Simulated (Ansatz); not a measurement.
# MgO: from a first guess to the relaxed wurtzite type

First guess:

```xyz
4
Lattice="3.1809 0.0000 0.0000 -1.5905 2.7547 0.0000 0.0000 0.0000 5.1849" Properties=species:S:1:pos:R:3 pbc="T T T"
Mg    0.0000    1.8365    0.0000
Mg    1.5905    0.9182    2.5924
O     0.0000    1.8365    1.9495
O     1.5905    0.9182    4.5420
```

Level of theory: Ansatz 0.2.0, DFT, PBE, PAW with Ansatz's default frozen-core files, scalar-relativistic.

Cell and atoms relax within the symmetry of the start on a 15×15×8 k mesh with 0.08 eV Fermi–Dirac smearing.

The start is built from a prototype, known or not as a phase of this compound; the cutoff is 420 eV.

(1) What is the pressure of the first guess?

(2) What does it relax to?

(3) How much energy does the relaxation release?

## Answers

(1) 9.90 GPa.

(2) a = 3.315 Å, b = 3.315 Å, c = 5.122 Å, α = 90.00°, β = 90.00°, γ = 120.00° (conventional cell), 12.18 Å³ per atom:
Space group P6_3mc (No. 186). a = 3.315 Å, b = 3.315 Å, c = 5.122 Å, α = 90.00°, β = 90.00°, γ = 120.00°
```
atom  site  symmetry       x       y       z
  Mg    2b       3m.  0.3333  0.6667  0.9921
   O    2b       3m.  0.3333  0.6667  0.3839
```

(3) 32 meV/atom.
